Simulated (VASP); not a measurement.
**SnSe2: single point with PBE+D3(BJ)**

Crystal: SnSe2.

```
Sn Se
1.0
     3.83926    0.00000    0.00000
    -1.91963    3.32490    0.00000
     0.00000    0.00000    6.00399
Sn Se
1 2
Direct
  0.00000 0.00000 0.00000
  0.33333 0.66667 0.26547
  0.66667 0.33333 0.73453
```

```json
{"Program": "VASP 6.6.1", "Task": "single point", "Functional": "PBE", "Dispersion": "D3(BJ)", "Potentials or basis": "VASP PAW PBE potentials, release 64 (Sn_d, Se)", "Cutoff": "520 eV", "k mesh": "12 × 12 × 4", "Occupations": "fermi-dirac, width 0.02 eV", "Spin": "no spin polarisation"}
```

- Pressure: 0.1 GPa
- Largest force: 0.019 eV/Å
- Band gap on the k mesh: 0.47 eV, indirect (least direct gap 0.81 eV)
- Dispersion energy per atom: -0.364 eV

Forces on the atoms (eV/Å):
```
Sn   0.000  0.000  0.000
Se   0.000  0.000  0.019
Se   0.000  0.000 -0.019
```

Levels at points of the mesh, in eV from the valence-band top:
```csv
k point,band 9,band 10,band 11,band 12,band 13,band 14,band 15,band 16,band 17,band 18
"(0.00, 0.00, 0.00)",-0.75,-0.75,-0.58,-0.58,-0.14,0.67,2.89,4.46,4.46,8.05
"(0.50, 0.00, 0.00)",-4.38,-3.27,-2.70,-1.71,-0.40,1.09,3.47,4.86,4.98,6.81
"(0.00, 0.00, 0.50)",-2.48,-0.92,-0.92,-0.32,-0.32,2.37,2.74,4.07,4.07,7.33
"(0.50, 0.00, 0.50)",-5.05,-2.41,-2.08,-1.13,-1.02,0.58,3.87,4.50,5.71,5.94
```

It took 60 s on 1 thread of Intel(R) Xeon(R) 6975P-C (Granite Rapids) (shared host), peak memory 0.27 GiB.

Caveat: spin-orbit coupling is left out, which moves the levels of the heavy elements. A k mesh can miss the band edges.
